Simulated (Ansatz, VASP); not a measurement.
## InSe: VASP beside Ansatz

One calculation is typed for both programs; each brings its own data sets. How far apart do they land? Of the first pair: The structure shown is the start of the Ansatz relaxation below; VASP solves that cell, so the two are compared at the walk's first step.

Program: Ansatz 0.2.0. Level of theory: plane waves, with VASP 6.6.1 beside it; single point at PBE with D3(BJ). Results are calculated unless marked as measured.

## Step 1: The structure

The cell holds 8 atoms: 4 Se and 4 In. Its edges and angles: a = 4.000 Å, b = 4.000 Å, c = 29.798 Å, α = 90.0°, β = 90.0°, γ = 120.0°. It derives from InSe. Vacuum lies along c.

## Step 2: Ansatz: relaxation, PBE with D3(BJ)

Ansatz runs on its default PAW (the set named soft_2) files.

The two programs are compared at the cell with which this relaxation starts, whose forces are those of its first step.

File input.yaml:

```yaml
crystal:
  lattice:
    - [4.0, 0.0, 0.0]
    - [-2.0, 3.464101615, 0.0]
    - [0.0, 0.0, 29.797712]
  atoms:
    - { symbol: Se, position: [0.0, 0.0, 0.731523011] }
    - { symbol: In, position: [0.333333333, 0.666666667, 0.689008203] }
    - { symbol: In, position: [0.333333333, 0.666666667, 0.594348318] }
    - { symbol: Se, position: [0.0, 0.0, 0.551720213] }
    - { symbol: Se, position: [0.333333333, 0.666666667, 0.448279787] }
    - { symbol: In, position: [0.666666667, 0.333333333, 0.40576498] }
    - { symbol: In, position: [0.666666667, 0.333333333, 0.311105094] }
    - { symbol: Se, position: [0.333333333, 0.666666667, 0.268476989] }
kpoints:
  mp_grid: { grid: [12, 12, 1] }
scf:
  occupations: { method: fermi_dirac, width: 0.02 }
  n_extra_bands: 8
hamiltonian:
  xc: pbe
  pseudopotentials: { kind: paw }
  dispersion: d3bj
output:
  forces: true
  write_potential: true
  volumetric_format: []
relax:
  f_tol: 0.01
  max_steps: 40
  cell: { fix: [c, alpha, beta] }
```

The run is started by

```bash
$ ansatz run input.yaml --threads 4 --pin off --max-ram 8192MiB --backend cpu --events-out ev --progress --plain --runs-dir out
```

Numbers of over 12 decimals in the logs are rounded to 6 here.

The log of the run:

```text
scf.n_extra_bands = 8 over 58 filled bands (N_el = 116.0): the run solves 66 bands
Engine: ansatz 0.2.0, x86_64-unknown-linux-gnu
Pseudopotentials: kind: paw
Pseudopotential: Se, paw, valence charge 16, recommended cutoff 420 eV (normal), Se.paw.azcp
Pseudopotential: In, paw, valence charge 13, recommended cutoff 420 eV (normal), In.paw.azcp
Functional definition: PBE
  parameter kappa = 0.804
  parameter beta = 0.066725
  exchange = pbe_x(kappa = kappa, mu = beta*pi^2/3)
  correlation = pbe_c(beta = beta)
Crystal: 8 atoms, lattice volume = 412.889 Å³
Basis set: ecut = 420 eV, 8115 PW (Γ), exchange–correlation on 54×54×400 points (8 copies of the dense FFT grid, shifted against one another)
Bands: 66, of which v1, the nominal top of the filled ones, is band 58 counted from 1 (57 counted from 0)
Symmetry: 6 space group operations
Space group: P3m1 (ITA 156), of the structure as read, at distance tolerance 7.4e-5 Å
k-points: 19 of 144 (time reversal used)
Non-local potential: Se, projectors of the file, l = 0: 2, l = 1: 2, l = 2: 3, l = 3: 1
Non-local potential: In, projectors of the file, l = 0: 2, l = 1: 2, l = 2: 2, l = 3: 2
PAW form: soft (Blöchl's): semilocal exchange-correlation on the pseudo side does not see the compensation charge
PAW one-centre angular grid: Se, 590 points (default); XC on 64 Gauss nodes
PAW one-centre angular grid: In, 590 points (default); XC on 64 Gauss nodes
Initial density: superposition of atomic densities (neutral atoms: chi_scale 0, normalization atom), corrected by the library's trained network
Initial wavefunctions: pseudopotential atomic-orbital guess
Functional: x = pbe(κ = 0.804, μ = 0.219515), c = pbe(β = 0.066725)
SCF iter   1: F=—  HF=-44273.866198 eV  |F-HF|=—  |Δ(HF+E_count)|=         —  Δρ=1.67e-3  dr2=6.94e-2  ethr=1.77e-3  ⟨swp⟩=8.1  Hψ=5455  notcnv=0
preconditioner: auto → Resta (q_TF=auto, 2.208 Å⁻¹)  ε∞=2.5  [insulator: Δε(μ)=1.115 eV  Ē_g=13.202 eV  σ=0.020 eV  W_gap=1.00  n_scr=86 (ndim 8)  ℏωp=15.9 eV  f_vac=0.445  D(μ)=0.00/eV (n_scr^D=0)  ε∞_Penn≈2.5  vacuum switching on, ρ_ref=1.3e-2 e/Å³]
SCF iter   2: F=—  HF=-44273.864585 eV  |F-HF|=—  |Δ(HF+E_count)|=   1.61e-3  Δρ=1.13e-3  dr2=6.30e-2  ethr=5.98e-5  ⟨swp⟩=3.0  Hψ=1786  notcnv=0  defer=70
SCF iter   3: F=—  HF=-44273.858355 eV  |F-HF|=—  |Δ(HF+E_count)|=   6.23e-3  Δρ=4.50e-4  dr2=1.72e-3  ethr=5.43e-5  ⟨swp⟩=2.1  Hψ=1401  notcnv=0  defer=70
SCF iter   4: F=—  HF=-44273.858508 eV  |F-HF|=—  |Δ(HF+E_count)|=   1.52e-4  Δρ=2.26e-4  dr2=2.36e-4  ethr=1.48e-6  ⟨swp⟩=2.0  Hψ=1386  notcnv=0  defer=70
SCF iter   5: F=—  HF=-44273.858664 eV  |F-HF|=—  |Δ(HF+E_count)|=   1.56e-4  Δρ=6.05e-5  dr2=1.94e-5  ethr=2.03e-7  ⟨swp⟩=2.0  Hψ=1526  notcnv=0  defer=70
SCF iter   6: F=—  HF=-44273.858689 eV  |F-HF|=—  |Δ(HF+E_count)|=   2.54e-5  Δρ=2.97e-5  dr2=1.92e-5  ethr=1.67e-8  ⟨swp⟩=2.5  Hψ=2080  notcnv=0  defer=70
SCF iter   7: F=—  HF=-44273.858689 eV  |F-HF|=—  |Δ(HF+E_count)|=   1.31e-7  Δρ=1.11e-5  dr2=7.99e-7  ethr=1.65e-8  ⟨swp⟩=2.0  Hψ=1372  notcnv=0  defer=70
SCF iter   8: F=-44273.858690 eV  HF=-44273.858689 eV  |F-HF|=7.77e-8  |Δ(HF+E_count)|=   6.55e-7  Δρ=3.66e-6  dr2=8.32e-8  ethr=8.62e-11  ⟨swp⟩=7.9  Hψ=9409  notcnv=0
SCF 1 converged in 8 iterations: F = -44273.858690 eV  dr2 = 8.32e-8
  greatest PAW one-centre occupation: 1.000 electrons in one spin orbital (limit 2), on the Se atom at site 4 (counted from 0), in its partial waves of l = 2
relax step   1: F+E_penalty+E_count = -44273.85868954 eV  Δ(F+E_penalty+E_count) = +0.000e0 eV  max|allowed force component| = 4.152e-1 eV/Å  Δτ_max = 0.0000 Å  P = +0.591 GPa  Ω = 412.889 Å³  fix = [c, alpha, beta]  reactions: c +0.164 GPa  (8 SCF iters, dr2 threshold 1.00e-7 eV, accepted)
[...]
relax step   4: F+E_penalty+E_count = -44273.89066428 eV  Δ(F+E_penalty+E_count) = -1.263e-4 eV  max|allowed force component| = 4.705e-3 eV/Å  Δτ_max = 0.0119 Å  P = +0.001 GPa  Ω = 419.155 Å³  energy of the carried Pulay correction = -6.588e-4 eV  fix = [c, alpha, beta]  reactions: c -0.007 GPa  (10 SCF iters, accepted)
[...]
relax step   5: F+E_penalty+E_count = -44273.89132045 eV  Δ(F+E_penalty+E_count) = -6.562e-4 eV  max|allowed force component| = 4.761e-3 eV/Å  Δτ_max = 0.0000 Å  P = +0.000 GPa  Ω = 419.155 Å³  fix = [c, alpha, beta]  reactions: c -0.007 GPa  stress off target by 4.00e-3 GPa on what of the cell is left free  SCF on the basis re-selected at this cell (its energy is not comparable with the rows above)  (9 SCF iters)
basis re-selected at this cell: Δ(F+E_penalty+E_count) = -6.562e-4 eV, ΔP = -0.001 GPa vs the last step (what re-selecting the basis moved, of the pressure what is left beyond the Pulay correction that the steps carried, after the strain that the cell walked since its last selection, with what the two solves' SCF thresholds leave and, on support functions, any second-order correction that the steps lacked; it is no m [...]
SCF converged after 9 iterations
Free energy (F): -44273.891320 eV
Harris-Foulkes:  -44273.891320 eV  (|F-HF|=6.48e-10)
Internal energy: -44273.891320 eV  (E = F + TS)
E sigma→0 (E₀):  -44273.891320 eV
Fermi energy:    1.887915 eV
--- Per-component energies (eV) ---
  E_band       = -2462.631121
  E_kinetic    = 1444.167503
  E_local      = -102851.658377  (includes V_loc(G=0)·N_el)
  E_nonlocal   = -914.099657
  E_hartree    = 50492.873546
  E_xc         = -1276.819543
  E_vxc        = -788.124239  (∫ρ·V_xc dr)
  E_paw        = -24265.527631  (= ΣΔE_a)
  E_vpaw       = -338.660829  (= ΣTr[D̂ρ^β])
  E_aug_tail   = -0.002303  (compensation charges beyond the density's cutoff)
  E_ewald      = 33099.254341
  E_disp       = -2.079200  (pairwise vdW)
  E_smearing   = -0.000000  (= −TS)
  E_closure    = 0.000000  (closes the sum)
  Σ components = -44273.891320   (vs F -44273.891320, Δ=0.00e0)
--- Forces (eV/Å), atoms counted from 1 ---
  atom   1  Se     0.00000000     0.00000000    -0.00142522
  atom   2  In     0.00000000    -0.00000000     0.00332006
  atom   3  In     0.00000000    -0.00000000    -0.00470358
  atom   4  Se     0.00000000     0.00000000     0.00144195
  atom   5  Se     0.00000000     0.00000000    -0.00158737
  atom   6  In     0.00000000    -0.00000000     0.00476059
  atom   7  In     0.00000000    -0.00000000    -0.00304214
  atom   8  Se     0.00000000     0.00000000     0.00123635
  max |Σ_I F_I| component: 6.36e-7 eV/Å
--- Stress (GPa, compression-positive) ---
        0.004000      -0.000000       0.000000
        0.000000       0.004000      -0.000000
        0.000000      -0.000000      -0.007479
  P = ⅓ Tr σ = 0.0002 GPa (0.002 kbar)
--- Band table (eV; the first three rows and the last of 19) ---
  k-point 0: bands = [... 54 lower, 0.5738, 0.6252, 0.6252, 1.2788, 2.3908, 3.0990, 3.8182, 3.8922, ... 4 higher]
  k-point 1: bands = [... 54 lower, 0.4943, 0.5581, 0.7564, 1.3389, 2.8134, 3.3339, 4.1992, 4.2283, ... 4 higher]
  k-point 2: bands = [... 54 lower, 0.2915, 0.3794, 0.8269, 1.2925, 3.4207, 3.6638, 4.4632, 4.5457, ... 4 higher]
  k-point 18: bands = [... 54 lower, -0.4068, -0.2873, -0.0959, 0.0654, 3.4803, 3.5661, 4.0755, 4.1151, ... 4 higher]
--- Relaxed structure (4 steps of the walk, 3 accepted, 1 SCFs on fresh bases) ---
  F+E_penalty+E_count = -44273.89132045 eV   max|allowed force component| = 4.761e-3 eV/Å   (the final SCF, on the basis selected at the relaxed cell)
  cell:  # Å, volume = 419.1550 Å³
    - [4.030237, 0, 0]
    - [-2.015118, 3.490287, 0]
    - [0, 0, 29.797712]
  atoms:
    - { symbol: Se, position: [-2.8148990934966594e-17, -1.619075244675843e-17, 0.730096] }
    - { symbol: In, position: [0.333333, 0.666667, 0.686706] }
    - { symbol: In, position: [0.333333, 0.666667, 0.592946] }
    - { symbol: Se, position: [-2.832111689399471e-17, -1.619075244675843e-17, 0.549669] }
    - { symbol: Se, position: [0.333333, 0.666667, 0.450345] }
    - { symbol: In, position: [0.666667, 0.333333, 0.407125] }
    - { symbol: In, position: [0.666667, 0.333333, 0.313366] }
    - { symbol: Se, position: [0.333333, 0.666667, 0.269974] }
```

In the SCF lines HF is the Harris–Foulkes energy and dr2 the Hartree energy of the density residual, in eV; the loop may stop once dr2 is under the threshold and the program's other checks hold. Hψ counts applications of the Hamiltonian.

## Step 3: VASP: single point, PBE with D3(BJ), start cell, pair 1

The same cell, functional, mesh and smearing now go to VASP, with its own data sets.

Lines of VASP's logs that name or quote its potential files are left out, and so is its time.

File INCAR:

```
SYSTEM = InSe
PREC = Accurate
ENCUT = 400
EDIFF = 1E-06
NELM = 120
ISMEAR = -1
SIGMA = 0.02
LREAL = .FALSE.
ALGO = Normal
GGA = PE
IVDW = 12
NBANDS = 47
LORBIT = 11
LWAVE = .FALSE.
LCHARG = .FALSE.
ISIF = 2
LASPH = .TRUE.
GGA_COMPAT = .FALSE.
EFERMI = MIDGAP
KPAR = 2
```

File POSCAR:

```
InSe
1.0
    4.0000000000      0.0000000000      0.0000000000
   -2.0000000000      3.4641020000      0.0000000000
    0.0000000000      0.0000000000     29.7977120000
Se In
4 4
Direct
    0.0000000000      0.0000000000      0.7315230109
    0.0000000000      0.0000000000      0.5517202126
    0.3333333333      0.6666666667      0.4482797874
    0.3333333333      0.6666666667      0.2684769891
    0.3333333333      0.6666666667      0.6890082030
    0.3333333333      0.6666666667      0.5943483178
    0.6666666667      0.3333333333      0.4057649795
    0.6666666667      0.3333333333      0.3111050942
```

File KPOINTS:

```
Automatic mesh
0
Gamma
12 12 1
0 0 0
```

Potentials, in the order of the species: Se and In_d (PBE family, release 64).

The run is started by

```bash
$ mpirun -np 2 vasp_std
```

The log of the run:

```text
[banner, memory and clock lines left out]
running    2 mpi-ranks, on    1 nodes
 distrk:  each k-point on    1 cores,    2 groups
 distr:  one band on    1 cores,    1 groups

 POSCAR found type information on POSCAR SeIn
 POSCAR found :  2 types and       8 ions
 LDA part: xc-table for (Slater+PW92), standard interpolation
 POSCAR, INCAR and KPOINTS ok, starting setup
 FFT: planning ... GRIDC
 FFT: planning ... GRID_SOFT
 FFT: planning ... GRID
 WAVECAR not read
 entering main loop
       N       E                     dE             d eps       ncg     rms          rms(c)
DAV:   1     0.651725086053E+03    0.65173E+03   -0.29190E+04  1930   0.126E+03
DAV:   2     0.541280256451E+02   -0.59760E+03   -0.58263E+03  1981   0.345E+02
DAV:   3    -0.252360704668E+02   -0.79364E+02   -0.78358E+02  2205   0.161E+02
DAV:   4    -0.290683502039E+02   -0.38323E+01   -0.38178E+01  2112   0.395E+01
DAV:   5    -0.292186777144E+02   -0.15033E+00   -0.15030E+00  2362   0.706E+00    0.996E+00
DAV:   6    -0.283367667842E+02    0.88191E+00   -0.15654E+00  2354   0.162E+01    0.601E+00
DAV:   7    -0.283217225912E+02    0.15044E-01   -0.11269E+00  2631   0.649E+00    0.131E+00
DAV:   8    -0.283076013616E+02    0.14121E-01   -0.12892E-01  2637   0.393E+00    0.107E+00
DAV:   9    -0.283098003613E+02   -0.21990E-02   -0.21816E-02  2319   0.767E-01    0.600E-01
DAV:  10    -0.283104046063E+02   -0.60424E-03   -0.26010E-03  2549   0.575E-01    0.196E-01
DAV:  11    -0.283106722931E+02   -0.26769E-03   -0.10551E-03  2445   0.234E-01    0.420E-02
DAV:  12    -0.283106924972E+02   -0.20204E-04   -0.13402E-04  2503   0.584E-02    0.479E-02
DAV:  13    -0.283107253089E+02   -0.32812E-04   -0.35087E-05  2257   0.224E-02    0.218E-02
DAV:  14    -0.283107591765E+02   -0.33868E-04   -0.81321E-06  1686   0.269E-02    0.107E-02
DAV:  15    -0.283108419724E+02   -0.82796E-04   -0.13384E-05  1692   0.209E-02    0.773E-03
DAV:  16    -0.283108743011E+02   -0.32329E-04   -0.25979E-06  1648   0.847E-03    0.510E-03
DAV:  17    -0.283108976568E+02   -0.23356E-04   -0.94202E-07  1533   0.940E-03    0.220E-03
DAV:  18    -0.283109190811E+02   -0.21424E-04   -0.33392E-06  1591   0.505E-03    0.135E-03
DAV:  19    -0.283109244428E+02   -0.53617E-05   -0.13212E-07  1428   0.366E-03    0.829E-04
DAV:  20    -0.283109321529E+02   -0.77101E-05   -0.12941E-07  1383   0.255E-03    0.800E-04
DAV:  21    -0.283109378268E+02   -0.56739E-05   -0.11692E-07  1375   0.247E-03    0.751E-04
DAV:  22    -0.283109411991E+02   -0.33723E-05   -0.74141E-08  1341   0.189E-03    0.411E-04
DAV:  23    -0.283109438257E+02   -0.26266E-05   -0.79241E-08  1345   0.105E-03    0.127E-04
DAV:  24    -0.283109442485E+02   -0.42278E-06   -0.14320E-08  1292   0.896E-04
   1 F= -.30404801E+02 E0= -.30404801E+02  d E =-.986255E-13
```

Parts of OUTCAR (step 3):

```text
ion  position               nearest neighbor table
   1  0.000  0.000  0.732-   5 2.63   5 2.63   5 2.63
   2  0.000  0.000  0.552-   6 2.64   6 2.64   6 2.64
   3  0.333  0.667  0.448-   7 2.63   7 2.63   7 2.63
   4  0.333  0.667  0.268-   8 2.64   8 2.64   8 2.64
   5  0.333  0.667  0.689-   1 2.63   1 2.63   1 2.63   6 2.82
   6  0.333  0.667  0.594-   2 2.64   2 2.64   2 2.64   5 2.82
   7  0.667  0.333  0.406-   3 2.63   3 2.63   3 2.63   8 2.82
   8  0.667  0.333  0.311-   4 2.64   4 2.64   4 2.64   7 2.82

  LATTYP: Found a hexagonal cell.
 ALAT       =     4.0000000000
 C/A-ratio  =     7.4494280000

 Subroutine GETGRP returns: Found  6 space group operations
 (whereof  6 operations were pure point group operations)

The static configuration has the point symmetry C_3v.

 Found     19 irreducible k-points:

   k-points           NKPTS =     19   k-points in BZ     NKDIM =     19   number of bands    NBANDS=     47

   dimension x,y,z NGX =    28 NGY =   28 NGZ =  196
   dimension x,y,z NGXF=    56 NGYF=   56 NGZF=  392

   ENCUT  =  400.0 eV  29.40 Ry    5.42 a.u.   6.52  6.52 48.59*2*pi/ulx,y,z

   NELECT =      76.0000    total number of electrons

 k-points in reciprocal lattice and weights: Automatic mesh
   0.00000000  0.00000000  0.00000000       0.007
   0.08333333  0.00000000  0.00000000       0.042
   0.16666667  0.00000000  0.00000000       0.042
   0.25000000  0.00000000  0.00000000       0.042
   0.33333333  0.00000000  0.00000000       0.042
   0.41666667 -0.00000000  0.00000000       0.042
   0.50000000  0.00000000  0.00000000       0.021
   0.08333333  0.08333333  0.00000000       0.042
   0.16666667  0.08333333  0.00000000       0.083
[...]
0.33333333  0.25000000  0.00000000       0.083
   0.33333333  0.33333333  0.00000000       0.014

 average (electrostatic) potential at core
       1 -58.0942       2 -58.1200       3 -58.1212       4 -58.0784       5-101.1887
       6-101.1911       7-101.1876       8-101.1738

 E-fermi :   0.2052

 k-point     1 :       0.0000    0.0000    0.0000
  band No.  band energies     occupation
    ...
     34      -1.1401      2.00000
     35      -1.1149      2.00000
     36      -1.0888      2.00000
     37      -1.0888      2.00000
     38      -0.4007      2.00000
     39       0.7570      0.00000
     40       1.4049      0.00000
     41       2.1605      0.00000
     42       2.2064      0.00000
     43       4.4172      0.00000
    ...

 k-point     2 :       0.0833    0.0000    0.0000
  band No.  band energies     occupation
    ...
     34      -1.2611      2.00000
     35      -1.2231      2.00000
     36      -1.1612      2.00000
     37      -0.9151      2.00000
     38      -0.3465      2.00000
     39       1.1857      0.00000
     40       1.6659      0.00000
     41       2.5531      0.00000
     42       2.5704      0.00000
     43       4.0362      0.00000
    ...

 k-point     3 :       0.1667    0.0000    0.0000
  band No.  band energies     occupation
    ...
     34      -1.4826      2.00000
     35      -1.4346      2.00000
     36      -1.3523      2.00000
     37      -0.8352      2.00000
     38      -0.3855      2.00000
     39       1.8037      0.00000
     40       2.0407      0.00000
     41       2.8296      0.00000
     42       2.9041      0.00000
     43       3.7918      0.00000
    ...

 Edisp (eV)   -2.09386

  Total       2.08445     2.08445     0.42208    -0.00000     0.00000     0.00000
  in kB       8.08851     8.08851     1.63785    -0.00000     0.00000     0.00000
  external pressure =        5.94 kB  Pullay stress =        0.00 kB

  energy-cutoff  :      400.00
  volume of cell :      412.89
      direct lattice vectors                 reciprocal lattice vectors
     4.000000000  0.000000000  0.000000000     0.250000000  0.144337551  0.000000000
    -2.000000000  3.464102000  0.000000000     0.000000000  0.288675103  0.000000000
     0.000000000  0.000000000 29.797712000     0.000000000  0.000000000  0.033559624

 POSITION                                       TOTAL-FORCE (eV/Angst)
 -----------------------------------------------------------------------------------
      0.00000      0.00000     21.79771        -0.000000      0.000000      0.300541
      0.00000      0.00000     16.44000         0.000000      0.000000     -0.281056
     -0.00000      2.30940     13.35771        -0.000000      0.000000      0.295891
     -0.00000      2.30940      8.00000        -0.000000      0.000000     -0.278263
     -0.00000      2.30940     20.53087         0.000000      0.000000     -0.430424
     -0.00000      2.30940     17.71022        -0.000000      0.000000      0.374011
      2.00000      1.15470     12.09087         0.000000      0.000000     -0.388699
      2.00000      1.15470      9.27022        -0.000000     -0.000000      0.408000
 -----------------------------------------------------------------------------------
    total drift:                               -0.000000     -0.000010     -0.000692

  FREE ENERGIE OF THE ION-ELECTRON SYSTEM (eV)
  ---------------------------------------------------
  free  energy   TOTEN  =       -30.4048011691 eV

  energy  without entropy=      -30.4048011691  energy(sigma->0) =      -30.40480117

 total charge
# of ion       s       p       d       tot
------------------------------------------
    1        1.470   2.349   0.022   3.841
    2        1.473   2.345   0.024   3.841
    3        1.472   2.346   0.024   3.842
    4        1.470   2.348   0.022   3.840
    5        0.857   0.671   9.886  11.414
    6        0.858   0.671   9.885  11.414
    7        0.858   0.672   9.885  11.416
    8        0.857   0.670   9.886  11.413
--------------------------------------------------
tot          9.314  12.072  39.634  61.020

[... 3 further parts left out ...]
```

The gap is read on the k-mesh alone, so it is an upper bound where the band edges lie off the mesh.

## Step 4: Comparison

Known differences besides the potentials themselves: the data sets hold 116 valence electrons in Ansatz (on its default PAW (the set named soft_2) files) and 76 in VASP; the cutoff is 420 eV in Ansatz and 400 eV in VASP. Total energies have different zeros and are not compared.

Forces (eV/Å; atoms numbered as in POSCAR):

```
atom        Ansatz x, y, z          VASP x, y, z
 Se1   0.000, 0.000, 0.284   0.000, 0.000, 0.301
 Se2  0.000, 0.000, -0.265  0.000, 0.000, -0.281
 Se3   0.000, 0.000, 0.279   0.000, 0.000, 0.296
 Se4  0.000, 0.000, -0.262  0.000, 0.000, -0.278
 In5  0.000, 0.000, -0.415  0.000, 0.000, -0.430
 In6   0.000, 0.000, 0.358   0.000, 0.000, 0.374
 In7  0.000, 0.000, -0.373  0.000, 0.000, -0.389
 In8   0.000, 0.000, 0.393   0.000, 0.000, 0.408
```

The forces differ by 9.2 meV/Å r.m.s., which is 4.5 % of the r.m.s. force of 0.202 eV/Å (both taken over all components). With vacuum in the cell, a pressure given here is an average over mostly empty space and none of the material.

(Part 1 of 2 ends here.)

[Lines on the potential files, build, host, timing and source positions are cut from VASP's logs without a mark.]

[Logs are printed without paths, hosts, clocks, repeated set-up lines and the standing remarks that a program may print on its own settings, such as how far it seeks lower states.]

[Hosts, paths, dates, database ids (printed as entryN), source tags and the programs' standing remarks are cut or masked in the printed files.]
